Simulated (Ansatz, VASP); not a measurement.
## Two plane-wave programs on SrO

Contents of POSCAR:

```
SrO
1.0
    0.0000000000      2.7163304809      2.9099060445
    2.7163304809      0.0000000000      2.9099060445
    2.7163304809      2.7163304809      0.0000000000
Sr O
1 1
Direct
    0.0000000000      0.0000000000      0.0000000000
    0.2500000000      0.2500000000      0.2500000000
```

The input INCAR.step1:

```
ALGO = Normal
EDIFF = 1E-4
ENCUT = 520
GGA = PE
ISMEAR = 0
LASPH = T
LCHARG = F
LREAL = F
LWAVE = T
NBANDS = 15
NELM = 80
PREC = Accurate
SIGMA = 0.01
```

File INCAR.step2:

```
ALGO = Normal
EDIFF = 1E-6
ENCUT = 520
ISIF = 2
ISMEAR = 0
ISTART = 1
LASPH = T
LCHARG = F
LMIXTAU = T
LREAL = F
LWAVE = F
METAGGA = R2SCAN
NBANDS = 15
NELM = 80
PREC = Accurate
SIGMA = 0.01
```

Contents of KPOINTS:

```
k-points
0
Gamma
  8 8 8
```

Input for Ansatz:

```yaml
crystal:
  lattice:
    - [0.0, 2.7163304809, 2.9099060445]
    - [2.7163304809, 0.0, 2.9099060445]
    - [2.7163304809, 2.7163304809, 0.0]
  atoms:
    - { symbol: Sr, position: [0.0, 0.0, 0.0] }
    - { symbol: O, position: [0.25, 0.25, 0.25] }
kpoints:
  mp_grid: { grid: [8, 8, 8] }
  band_path:
    path:
      - [0.0, 0.0, 0.0]
      - [-0.5, -0.5, 0.0]
      - [-0.375, -0.375, 0.25]
      - [-0.375, 0.0, 0.375]
      - [0.0, 0.0, 0.5]
      - [-0.5, -0.25, 0.25]
      - [0.296875, -0.5, -0.203125]
    npoints: 1
hamiltonian:
  xc: r2scan
scf:
  occupations: { method: fixed }
  n_extra_bands: 4
output:
  forces: true
  stress: true
  eigenvalues: true
  write_density: true
  write_potential: true
  elf: true
  volumetric_format: npy
```

Change from the starting cell: epitaxial_xy strain -2.7%.

Alike in both runs: task single point; functional r2SCAN; k mesh 8 × 8 × 8; no spin polarisation.

|  | VASP | Ansatz |
| --- | --- | --- |
| version | VASP 6.6.1 | Ansatz 0.2.0 |
| potentials or method | VASP PAW PBE potentials, release 64 (Sr_sv, O) | plane waves, PAW |
| plane-wave cutoff (eV) | 520 | 500 |
| occupations | gaussian, width 0.01 eV | fixed |
| valence electrons in the cell | 16 | 16 |

Ansatz gave:

- gap on the k mesh at the Fermi level (eV): 2.90
- pressure (GPa): 0.7
- largest component of the traceless stress (GPa): 0.72

**Question.** Which values does VASP return?

**Answer.** gap on the k mesh at the Fermi level (eV): 2.91; pressure (GPa): 1.2; largest component of the traceless stress (GPa): 0.69.

Caveats: the PAW data sets were made with another functional, which shifts forces and pressure a little (VASP). A k mesh can miss the band edges.
